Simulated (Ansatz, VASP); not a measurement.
## Ca in VASP and in Ansatz

The input INCAR:

```
SYSTEM = Ca
  PREC = Accurate
  ENCUT = 600
  EDIFF = 1E-6
  ISMEAR = 0
  SIGMA = 0.1
  LREAL = .False.
  LASPH = .True.
  NELM = 100
  ALGO = Normal
  ISIF = 3
  LWAVE = .False.
  LCHARG = .False.
  GGA = PS
  IBRION = 2
  NSW = 100
  EDIFFG = -0.01
```

File KPOINTS:

```
Automatic mesh
0
Gamma
  6 6 6
  0 0 0
```

File POSCAR:

```
Ca
1.0
    7.0578195955      0.0000000000      0.0000000000
    0.0000000000      7.0578195955      0.0000000000
    0.0000000000      0.0000000000      7.0578195955
Ca
8
Direct
    0.5000000000      0.5000000000      0.5000000000
    0.0000000000      0.0000000000      0.0000000000
    0.2500000000      0.0000000000      0.5000000000
    0.5000000000      0.2500000000      0.0000000000
    0.5000000000      0.7500000000      0.0000000000
    0.7500000000      0.0000000000      0.5000000000
    0.0000000000      0.5000000000      0.7500000000
    0.0000000000      0.5000000000      0.2500000000
```

Input for Ansatz:

```yaml
crystal:
  lattice:
    - [7.0578195955, 0.0, 0.0]
    - [0.0, 7.0578195955, 0.0]
    - [0.0, 0.0, 7.0578195955]
  atoms:
    - { symbol: Ca, position: [0.5, 0.5, 0.5] }
    - { symbol: Ca, position: [0.0, 0.0, 0.0] }
    - { symbol: Ca, position: [0.25, 0.0, 0.5] }
    - { symbol: Ca, position: [0.5, 0.25, 0.0] }
    - { symbol: Ca, position: [0.5, 0.75, 0.0] }
    - { symbol: Ca, position: [0.75, 0.0, 0.5] }
    - { symbol: Ca, position: [0.0, 0.5, 0.75] }
    - { symbol: Ca, position: [0.0, 0.5, 0.25] }
basis:
  ecutwfc: 420
kpoints:
  mp_grid: { grid: [6, 6, 6] }
hamiltonian:
  xc: pbesol
scf:
  occupations: { method: gaussian, width: 0.1 }
output:
  forces: true
  stress: true
  eigenvalues: true
relax:
  adjacent_minimum: "off"
  f_tol: 0.01
  max_steps: 80
  cell: { stress_tol: 0.05 }
```

Alike in both runs: task relaxation of cell and atoms; functional PBEsol; k mesh 6 × 6 × 6; occupations gaussian, width 0.1 eV; no spin polarisation.

```csv
,VASP,Ansatz
version,VASP 6.6.1,Ansatz 0.2.0
potentials or method,"VASP PAW PBE potentials, release 64 (Ca_sv)","scalar-relativistic, plane waves, PAW"
plane-wave cutoff (eV),600,420
valence electrons in the cell,80,80
```

```csv
,VASP,Ansatz,Ansatz less VASP
"gap on the k mesh at the Fermi level, each at its own relaxed structure (eV)",none,none,-
relaxed volume (Å³/atom),40.95,40.80,-0.145
relaxed cell length with the largest relative difference (Å),6.894,6.885,-0.0081
energy change over the relaxation (meV/atom),-11,-12,-0.6
```

A gap of «none» marks a metal or a gap that the smearing closes.

Caveats: the PAW data sets were made with another functional, which shifts forces and pressure a little (VASP).
